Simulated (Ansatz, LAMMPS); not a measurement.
# Relaxing amorphous SiO2 (84 atoms)

Wanted: the relaxed structure of amorphous SiO2 (84 atoms) and its electronic structure.

Main program and level: Ansatz 0.2.0; Kohn-Sham DFT, PBE, PAW (set soft_2), plane waves.

Measured values to set the calculation against. The density of pristine, uncompressed silica glass was measured at room temperature as a reference for densified samples (“Siliceous zeolite-derived topology of amorphous silica”, 2023, PMC10710485): density 2.2 g/cm³. A silica glass plate was measured by high-energy x-ray diffraction at 20 K and the Si-O distance was taken from the first PDF peak (“Polyhedral units and network connectivity in calcium aluminosilicate glasses from high-energy x-ray diffraction”, 2000, arxiv:cond-mat/0007490): nearest Si–O distance 1.61 Å; number of O about Si 4. The nearest silicon-silicon distance in amorphous silica was obtained by fitting a symmetric peak to the measured radial distribution (as quoted in “New insights into the origin of the first sharp diffraction peak in amorphous silica from an analysis of chemical and radial ordering”, 2024, arxiv:2403.10632): nearest Si–Si distance 3.08 Å; nearest O–O distance 2.63 Å. The mean Si-O-Si angle was obtained by reanalysing earlier high-energy photon diffraction data in combination with published neutron diffraction data on silica glass (“Bond angle distribution in amorphous germania and silica”, 1996, arxiv:chem-ph/9603004): Si–O–Si angle 148.3 °.

Report form: the programs' logs are mostly left out.

## 1. Starting point

The cell holds 84 atoms: 28 Si and 56 O. Cell: a = 10.829 Å, b = 10.829 Å, c = 10.829 Å, α = 90.0°, β = 90.0°, γ = 90.0°. 84 atoms (28 Si, 56 O) placed at random at 2.2 g/cm³, melted at 5000 K for 10 ps at fixed volume with the Morse and Coulomb pair potential with partial charges (Pedone, Malavasi, Menziani, Cormack and Segre, J. Phys. Chem. B 110, 11780 (2006)). Quenched from 5000 K to 300 K at 50 K/ps and fixed volume, held 5 ps, then minimised at fixed cell.

Limits known from the start: The quench rate of 50 K/ps is orders of magnitude faster than experiment, which tends to freeze in extra defects. The starting topology of bonds comes from the classical model. Only the Γ point is sampled in the main run, in a cell whose shortest periodic width is 11 Å.

## 2. How the cell was made

A classical potential makes the cell, at a small fraction of what the same run would cost in DFT.

This step: classical MD, Morse and Coulomb pair potential with partial charges (Pedone, Malavasi, Menziani, Cormack and Segre, J. Phys. Chem. B 110, 11780 (2006)) (LAMMPS 22 Jul 2025 - Update 4).

Contents of in.lmp:

```
# melt-quench of Si28O56
units metal
atom_style charge
boundary p p p
region box block 0 10.8288 0 10.8288 0 10.8288
create_box 2 box
mass 1 28.0850   # Si
mass 2 15.9990   # O
create_atoms 1 random 28 39639 NULL overlap 1.5 maxtry 2000
create_atoms 2 random 56 39646 NULL overlap 1.5 maxtry 2000
pair_style hybrid/overlay pedone 5.5 coul/long 8.0
pair_coeff * * coul/long
pair_coeff 1 2 pedone 0.340554 2.006700 2.100000 1   # Si-O
pair_coeff 2 2 pedone 0.042395 1.379316 3.618701 22   # O-O
set type 1 charge 2.4
set type 2 charge -1.2
kspace_style pppm 1.0e-4
neigh_modify delay 0 every 1 check yes
thermo_style custom step time temp pe press density
thermo_modify norm yes
timestep 0.002
thermo 100
min_style cg
minimize 1e-4 1e-4 200 2000
reset_timestep 0
velocity all create 5000 39640 mom yes dist gaussian
fix lim all nve/limit 0.05
fix lan all langevin 5000 5000 0.2 39641 zero yes
thermo 500
run 1000 post no
unfix lim
unfix lan
thermo 833
fix md all nvt temp 5000 5000 0.2
run 5000 post no
unfix md
thermo 4700
fix md all nvt temp 5000 300 0.2
run 47000 post no
unfix md
thermo 1250
fix md all nvt temp 300 300 0.2
run 2500 post no
unfix md
thermo 100
min_style cg
minimize 0 1e-3 2000 20000
write_dump all custom glass.dump id type xs ys zs modify sort id
```

The run is started by

```sh
$ lmp -in in.lmp -log none -nocite
```

The job ended after 18 s (1 thread of Arm Neoverse V2, shared host; peak memory 0.072 GiB).

## 3. Single point at the start

The forces at the start show how far the geometry lies from a minimum of this functional.

Contents of input.yaml:

```yaml
crystal:
  lattice:
    - [10.8288, 0.0, 0.0]
    - [0.0, 10.8288, 0.0]
    - [0.0, 0.0, 10.8288]
  atoms:
    - { symbol: Si, position: [0.18883, 0.63132, 0.08129] }
    - { symbol: Si, position: [0.97969, 0.4128, 0.13703] }
    - { symbol: Si, position: [0.06109, 0.51713, 0.70078] }
    - { symbol: Si, position: [0.55646, 0.32012, 0.49289] }
    - { symbol: Si, position: [0.87094, 0.82974, 0.30613] }
    - { symbol: Si, position: [0.27994, 0.651, 0.82168] }
    - { symbol: Si, position: [0.44227, 0.579, 0.58011] }
    - { symbol: Si, position: [0.26178, 0.55977, 0.33902] }
[... 72 atom lines left out ...]
    - { symbol: O, position: [0.14441, 0.60724, 0.78148] }
    - { symbol: O, position: [0.32145, 0.9654, 0.17608] }
    - { symbol: O, position: [0.91163, 0.01952, 0.6621] }
    - { symbol: O, position: [0.43958, 0.9217, 0.975] }
kpoints:
  mp_grid: { grid: [1, 1, 1] }
hamiltonian:
  xc: pbe
scf:
  occupations: { method: fermi_dirac, width: 0.025 }
output:
  forces: true
```

The run is started by

```sh
$ ansatz run input.yaml --threads 4 --pin off --max-ram 8192MiB --backend cpu --events-out ev --progress --plain --runs-dir out
```

It took 7.9 s on 4 threads of Arm Neoverse V2, shared host; peak memory 1.3 GiB; 29 s of CPU time.

Read from the output:

```
free energy            : -49663.1590 eV
free energy per atom   : -591.2281 eV/atom
SCF cycles             : 8
r.m.s. force component : 0.7942 eV/Å
longest force          : 3.981 eV/Å
Fermi energy           : 3.834 eV
```

The r.m.s. force component of 0.79 eV/Å sets the starting point.

Length of the force by element:

```
element  coordination  atoms  mean length of the force (eV/Å)  spread  least  most
      O           all     56                             1.00   0.554  0.123  2.91
     Si           all     28                             1.57   0.764  0.555  3.98
```

## 4. Cell and atoms relaxed

The cell is relaxed with the atoms, since the starting lattice needn't suit this functional.

Changes to input.yaml since step 3:

```diff
@@ -15 +15,5 @@
   forces: true
+relax:
+  f_tol: 0.04
+  max_steps: 250
+  cell: {}
```

Wall time 79 s (4 threads); peak memory 1.4 GiB.

Step by step:

```
step  energy less that of the first step (eV)  largest force component (eV/Å)  pressure (GPa)  volume (Å³)
   1                                   0.0000                          3.9367            1.61      1269.82
   2                                  -1.4145                          2.3626            0.96      1267.41
   3                                  -3.1359                          0.8828           -0.27      1248.39
   4                                  -3.6198                          0.2358            0.12      1224.16
   5                                  -3.7546                          0.1296           -0.03      1221.32
   6                                  -3.7848                          0.0315            0.01      1219.57
  7*                                  -3.6582                          0.0314           -0.19      1219.57
   8                                  -3.6772                          0.0213            0.06      1214.96
   9                                  -3.6760                          0.0065            0.00      1215.50
 10*                                  -3.6613                          0.0065           -0.01      1215.50
```

Relaxation steps marked * repeat the geometry before them on a plane-wave basis chosen anew for their cell, so energy and pressure can jump there.

```
     cell as run  before   after  change
           a (Å)  10.829  10.670  -1.5 %
           b (Å)  10.829  10.803  -0.2 %
           c (Å)  10.829  10.547  -2.6 %
           α (°)   90.00   88.90  -1.2 %
           β (°)   90.00   89.89  -0.1 %
           γ (°)   90.00   89.76  -0.3 %
volume (Å³/atom)   15.12   14.47  -4.3 %
```

The atoms that moved most (Å, as changes of fractional coordinates times the final cell):

```
atom      dx      dy      dz  length
 O32  -0.107  -0.428  -0.051   0.445
 O79   0.185  -0.106   0.317   0.382
 O29   0.057  -0.323  -0.170   0.369
 O31   0.242   0.023  -0.252   0.350
 O66  -0.155  -0.055   0.301   0.343
 O57   0.083  -0.133  -0.272   0.314
 O71   0.081  -0.040  -0.287   0.301
 O54  -0.018   0.277  -0.114   0.300
```

The relaxation changed the energy by -43.6 meV/atom, and atoms moved by 0.17 Å r.m.s., 0.45 Å at most.

## 5. Distances and neighbours after relaxation

Bonds before and after, by the cutoffs listed below:

```
pair  bonds before  bonds after  mean before (Å)  mean after (Å)  spread before (Å)  spread after (Å)
O-Si           112          112            1.624           1.635              0.029             0.017
```

Density 2.30 g/cm³, 14.47 Å³ an atom.

g(r), total and by pair (bins of 0.1 Å):

```
r (Å)  total   O-O   O-Si  Si-Si
 1.45   0.00  0.00   0.00   0.00
 1.55   0.11  0.00   0.25   0.00
 1.65  11.40  0.00  25.60   0.00
 1.75   0.00  0.00   0.00   0.00
 1.85   0.00  0.00   0.00   0.00
 1.95   0.00  0.00   0.00   0.00
 2.05   0.00  0.00   0.00   0.00
 2.15   0.00  0.00   0.00   0.00
 2.25   0.00  0.00   0.00   0.00
 2.35   0.10  0.11   0.00   0.46
 2.45   0.04  0.10   0.00   0.00
 2.55   1.13  2.55   0.00   0.00
 2.65   3.37  7.59   0.00   0.00
 2.75   1.49  3.35   0.00   0.00
 2.85   0.61  1.14   0.00   0.91
 2.95   0.54  0.43   0.07   2.84
 3.05   0.97  0.80   0.40   3.98
 3.15   0.80  0.38   0.31   4.46
 3.25   0.68  0.59   0.47   1.88
 3.35   0.73  0.38   1.25   0.00
 3.45   0.74  0.73   0.94   0.00
 3.55   0.63  0.44   0.98   0.00
 3.65   0.90  0.65   1.38   0.00
 3.75   0.84  0.70   1.18   0.00
 3.85   1.22  0.54   2.17   0.17
 3.95   1.21  0.76   1.81   0.63
 4.05   0.95  0.49   1.58   0.30
 4.15   1.67  0.79   2.61   1.43
 4.25   1.03  0.71   1.30   1.23
 4.35   1.22  0.94   1.47   1.31
 4.45   0.83  0.81   0.65   1.62
 4.55   0.90  0.92   0.87   0.96
 4.65   0.96  1.34   0.43   1.60
 4.75   0.97  1.31   0.60   1.09
 4.85   1.07  1.54   0.53   1.37
 4.95   1.18  1.72   0.63   1.21
 5.05   1.22  1.69   0.70   1.45
 5.15   1.10  1.42   0.77   1.12
 5.25   1.14  1.41   0.78   1.52
```

Bonds by pair of elements; cutoffs follow the first minimum of g(r), held within bounds set by covalent radii, and pairs that aren't listed don't count as bonded (cutoffs were set anew for this text, so counts can differ from the run's own analysis):

```
pair A-B  cutoff (Å)  bonds  mean length (Å)  spread (Å)  shortest (Å)  B about A  A about B
    O-Si        2.08    112             1.64       0.017          1.59          2          4
```

How many atoms have how many bonded neighbours:

```
element  mean   2   4
      O     2  56   0
     Si     4   0  28
```

Bond angles (no mean is given where the spread exceeds 20°):

```
  angle  count  mean (°)  spread (°)
 O-Si-O    168       110         5.4
Si-O-Si     56       141        15.7
```

Oxygen atoms by the number of network formers (Si, P, Ge, B, Al, As, Ga) bound to them:

```
network formers bound to O  O atoms  per cent
                         0        0         0
                         1        0         0
                         2       56       100
```

Network units: each former by its oxygen neighbours and how many of them bridge to another former:

```
former  O neighbours  bridging O  atoms
    Si             4           4     28
```

Rings of the network by King's shortest-path rule, up to 12 atoms, one path for each pair of neighbours; H, halogens, alkali and alkaline-earth atoms are left out, and the last column divides by all other atoms, bonded or not:

```
ring size (atoms)  rings  per network atom
                4      1             0.012
                8      5              0.06
               10     11             0.131
               12     11             0.131
```

For some of the pairs, g(r) has its first main peak near 2.6 Å (O-O), 1.6 Å (O-Si) and 3.1 Å (Si-Si). Counting bonds as in the table, all O atoms have 2 and all Si atoms have 4 bonded neighbours. The O-Si-O angle averages 110° with a spread of 5°. 100 % of the oxygens bridge two formers (Si) and 0 % are non-bridging. The commonest Si unit has 4 oxygens, 4 of them shared with other formers (28 of 28 atoms). Rings of 10 and 12 atoms are the most common (39 % each of those counted); sizes run from 4 to 12, where the search stops.

## 6. Single point at the relaxed geometry

The electronic structure is read at the final geometry, in a run of its own.

Contents of input.yaml:

```yaml
crystal:
  lattice:
    - [10.66997, 0.02259, 0.0101]
    - [0.02259, 10.80215, 0.10207]
    - [0.0101, 0.10207, 10.54691]
  atoms:
    - { symbol: Si, position: [0.18818, 0.62897, 0.07541] }
    - { symbol: Si, position: [0.98157, 0.40992, 0.13626] }
    - { symbol: Si, position: [0.06069, 0.52115, 0.7047] }
    - { symbol: Si, position: [0.55506, 0.3301, 0.48838] }
    - { symbol: Si, position: [0.87199, 0.82637, 0.29905] }
    - { symbol: Si, position: [0.28085, 0.65511, 0.81927] }
    - { symbol: Si, position: [0.4392, 0.58614, 0.57694] }
    - { symbol: Si, position: [0.26182, 0.56055, 0.33268] }
[... 72 atom lines left out ...]
    - { symbol: O, position: [0.13659, 0.6184, 0.7898] }
    - { symbol: O, position: [0.31423, 0.95792, 0.19424] }
    - { symbol: O, position: [0.92219, 0.99764, 0.65677] }
    - { symbol: O, position: [0.42662, 0.93874, 0.97532] }
kpoints:
  mp_grid: { grid: [1, 1, 1] }
hamiltonian:
  xc: pbe
scf:
  occupations: { method: fermi_dirac, width: 0.025 }
output:
  forces: true
  stress: true
  populations: true
  dos:
    method: { smearing: { sigma: 0.08 } }
    de: 0.05
    projected: { site_lists: { O: [O], Si: [Si] } }
  eigenvalues: true
  write_density: true
  write_potential: true
  volumetric_format: npy
```

Elapsed: 12 s, on 4 threads; peak memory 1.3 GiB; 45 s of CPU time.

The program notes that the exchange-correlation potential is rough where the density is thin.

Read from the output:

```yaml
free_energy: -49666.8203 eV
free_energy_per_atom: -591.2717 eV/atom
scf_cycles: 8
pressure: -0.01502 GPa
r_m_s_force_component: 0.00205 eV/Å
longest_force: 0.00819 eV/Å
fermi_energy: 3.966 eV
spacing_of_highest_filled_and_lowest_empty_level: 5.296 eV
spilling_of_the_projection: 0.01378
```

Löwdin charges by element (they lack the spilled electrons, 0.074 e an atom on average):

```
element  coordination  atoms  mean charge (e)  spread   least    most
      O           all     56           -0.783  0.0087  -0.809  -0.764
     Si           all     28             1.79  0.0078    1.77    1.80
```

Density of states as counts of states in windows of 1 eV (from the Fermi level), total and the larger projections:

```
from (eV)  to (eV)  total   O p  Si p  Si s
      -14      -12    0.0   0.0   0.0   0.0
      -12      -11   10.3   6.8   0.3   2.9
      -11      -10   17.5  11.8   1.1   3.7
      -10       -9   15.3  10.8   1.7   2.0
       -9       -8   24.6  18.4   4.5   0.9
       -8       -7   40.2  31.4   7.9   0.2
       -7       -6   13.4  10.4   1.8   0.1
       -6       -5   51.9  44.4   4.1   0.2
       -5       -4   71.4  66.1   2.5   0.1
       -4       -3   66.8  63.9   1.3   0.1
       -3       -2   24.6  24.1   0.2   0.0
       -2        2    0.0   0.0   0.0   0.0
        2        3    2.0   0.1   0.1   1.1
        3        4    0.5   0.0   0.1   0.2
        4        5   13.8   1.3   4.2   4.3
```

Between -22 and -14 eV lie 112 more states.

The levels nearest the highest filled one (over half full), pooled over k-points and spins:

```
level less the highest filled one (eV)  occupation
                                -0.133           2
                               -0.0683           2
                                -0.048           2
                               -0.0385           2
                               -0.0058           2
                                     0           2
                                  5.30           0
                                  6.71           0
                                  6.97           0
                                  7.06           0
                                  7.08           0
                                  7.22           0
```

Electrostatic potential energy in the ac plane at fractional y = 0.086, with atoms of Si and O within 0.2 Å of it. With pseudopotentials it is smooth inside the atoms' cores, unlike the true potential.

Ten even steps from '0' (-44 eV) to '9' (9 eV), each cell a mean:
```
400367999999999999999999999997
410379999999999999998999999997
555689999999999999888899999975
677899999999999999888889999975
446899999999999999984248999986
002689999998678899971016999872
001689999997457889994247899861
224799999998777899998777789875
778899999999888899999866789988
999999999999999999999877789999
999999999999999999999745899999
999999999999999999998301699999
999999999999999999999412688999
999999999999999999999864336899
999999999999999999999861002689
998436999999999999999861002789
995102889999999999999985336899
997213556899999999999988888999
999864001689999978888999999999
999972000589999644667899999999
999984102689999755667899999999
999843467899999988778999999999
888500389999999999988999999999
755411599999999999998899999998
```
Columns run along a (10.7 Å; values clipped at the 3rd and 97th percentile), rows up along c (10.5 Å). Atoms in or near the plane, at fractional coordinates: Si at (0.82, 0.37), Si at (0.03, 0.73), Si at (0.23, 0.18), O at (0.75, 0.50), O at (0.16, 0.04), O at (0.13, 0.30), O at (0.71, 0.76).

Valence density in the ac plane at fractional y = 0.086, with atoms of Si and O within 0.2 Å of it. It is the smooth field of the valence electrons, not physical close to the nuclei.

Values in e/Å³, 13 rows by 16 columns, each cell a mean:
```
0.4 0.3 0.6 0.3 0.0 0.0 0.0 0.0 0.0 0.1 0.3 0.4 0.1 0.0 0.1 0.4
1.1 0.4 0.2 0.0 0.0 0.0 0.0 0.0 0.0 0.1 0.2 0.3 0.1 0.0 0.3 1.4
0.6 0.4 0.2 0.1 0.0 0.1 0.5 0.3 0.1 0.1 1.1 3.5 1.0 0.1 0.2 0.7
0.2 0.3 0.2 0.0 0.0 0.3 1.6 1.0 0.2 0.1 1.0 3.5 1.1 0.1 0.2 0.3
0.3 0.5 0.2 0.0 0.0 0.1 0.3 0.3 0.1 0.1 0.1 0.3 0.3 0.2 0.3 0.4
0.1 0.1 0.1 0.0 0.0 0.0 0.0 0.0 0.0 0.0 0.1 1.0 1.3 0.3 0.1 0.1
0.0 0.0 0.0 0.0 0.0 0.0 0.0 0.0 0.0 0.0 0.2 3.3 4.2 0.6 0.1 0.0
0.1 0.1 0.1 0.0 0.0 0.0 0.0 0.0 0.0 0.0 0.1 0.6 0.9 0.3 0.2 0.1
0.2 1.7 3.3 0.6 0.1 0.0 0.0 0.0 0.0 0.0 0.1 0.2 0.3 0.2 0.3 0.1
0.1 1.9 3.7 0.9 0.2 0.1 0.0 0.1 0.2 0.2 0.2 0.5 0.5 0.2 0.1 0.0
0.0 0.2 0.4 0.2 0.2 0.2 0.1 0.2 1.6 1.4 0.3 0.2 0.1 0.0 0.0 0.0
0.0 0.3 1.8 1.3 0.3 0.1 0.0 0.1 0.6 0.7 0.3 0.2 0.0 0.0 0.0 0.0
0.2 0.9 4.7 2.6 0.2 0.0 0.0 0.0 0.0 0.1 0.5 0.6 0.1 0.0 0.0 0.1
```
Columns run along a (10.7 Å), rows up along c (10.5 Å). Atoms in or near the plane, at fractional coordinates: Si at (0.82, 0.37), Si at (0.03, 0.73), Si at (0.23, 0.18), O at (0.75, 0.50), O at (0.16, 0.04), O at (0.13, 0.30), O at (0.71, 0.76).

Mean Löwdin charges: O -0.78, Si +1.79 e (they miss 1.4 % of the electrons, so they add up to more than the cell's charge). The largest share in the top eV of filled states is O p (98 % of the projected weight), and in the lowest eV of empty states Si s (65 % of the projected weight).

A closer look about O72, picked at random: 9 atoms, nearest first, numbered in the order of the input, with positions taken from that point.

```
atom      x      y      z  distance (Å)  bonds  Löwdin charge (e)
 O72   0.00   0.00   0.00          0.00      2              -0.79
 Si1   1.21   1.11  -0.20          1.66      4               1.77
 Si2  -1.00  -1.25   0.42          1.66      4               1.77
 O43  -0.11  -2.24   1.34          2.61      2              -0.79
 O67  -1.42  -2.02  -0.96          2.64      2              -0.78
 O48   0.51   2.50  -0.73          2.65      2              -0.78
 O58   1.93   1.43   1.24          2.70      2              -0.77
 O45   2.37   0.82  -1.34          2.84      2              -0.78
 O46  -2.44  -0.95   1.17          2.86      2              -0.78
```

The column of bonds counts only the pairs O-Si within 2.08 Å; other neighbours, such as metal atoms beside each other in a compound, aren't counted, and periodic images can show an atom twice.

## 7. K-mesh 2×2×2

Large cells are often run on few k-points; this run checks whether the reference had enough.

Changes to input.yaml since step 6:

```diff
@@ -8,3 +8,3 @@
 kpoints:
-  mp_grid: { grid: [1, 1, 1] }
+  mp_grid: { grid: [2, 2, 2] }
 hamiltonian:
@@ -22,4 +22 @@
   eigenvalues: true
-  write_density: true
-  write_potential: true
-  volumetric_format: npy
```

Run time: 98 s. Hardware: 4 threads; peak memory 6.9 GiB.

Geometry and reference: those of the single point at the relaxed geometry.

Forces differ from those of the single point at the relaxed geometry by 3.5 meV/Å r.m.s.; the energy by -0.60 meV/atom and the gap by -0.044 eV. It took 98 s and 8 cycles; the reference's time can't be set against it, since the two runs asked for unlike analyses.

(Part 1 of 2 ends here.)

[Logs are printed without paths, hosts, clocks, repeated set-up lines and the standing remarks that a program may print on its own settings, such as how far it seeks lower states.]

[Hosts, paths, dates, database ids (printed as entryN), source tags and the programs' standing remarks are cut or masked in the printed files.]
